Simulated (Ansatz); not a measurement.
## Bi2Se3: clamped-ion strain scan

The calculation used Ansatz 0.2.0, DFT PBEsol, scalar-relativistic, plane waves, PAW. Settings: plane waves to 420 eV, k-mesh 12×12×12 (Γ-centred), Gaussian smearing 0.03 eV. Spin–orbit coupling is left out, which matters for the heavy elements here. No spin polarisation. Energies are free energies at this smearing, counted from the undisturbed cell; pressure is positive in compression.

Reference structure (as given, not relaxed at this level; it stands at -0.3 GPa):

```yaml
crystal:
  lattice:
    - [2.07150, 1.19598, 9.54533]
    - [-2.07150, 1.19598, 9.54533]
    - [0.00000, -2.39196, 9.54533]
  atoms:
    - { symbol: Bi, position: [0.40080, 0.40080, 0.40080] }
    - { symbol: Bi, position: [0.59920, 0.59920, 0.59920] }
    - { symbol: Se, position: [0.00000, 0.00000, 0.00000] }
    - { symbol: Se, position: [0.21170, 0.21170, 0.21170] }
    - { symbol: Se, position: [0.78830, 0.78830, 0.78830] }
```

The cell is strained by ε times the Voigt pattern (1, 0, 0, 0, 0, 0) (xx, yy, zz, yz, xz, xy; engineering shear) with fractional coordinates fixed.

```csv
ε,ΔE (meV/atom)
-0.0600,35.5
-0.0300,7.4
0.0000,0.0
0.0450,20.5
```

(1) Predict the gap on the mesh (eV) at each point.

Answers

(1)
| ε | gap on the mesh (eV) |
| --- | --- |
| -0.0600 | 0.03 |
| -0.0300 | 0.12 |
| 0.0000 | 0.13 |
| 0.0450 | 0.05 |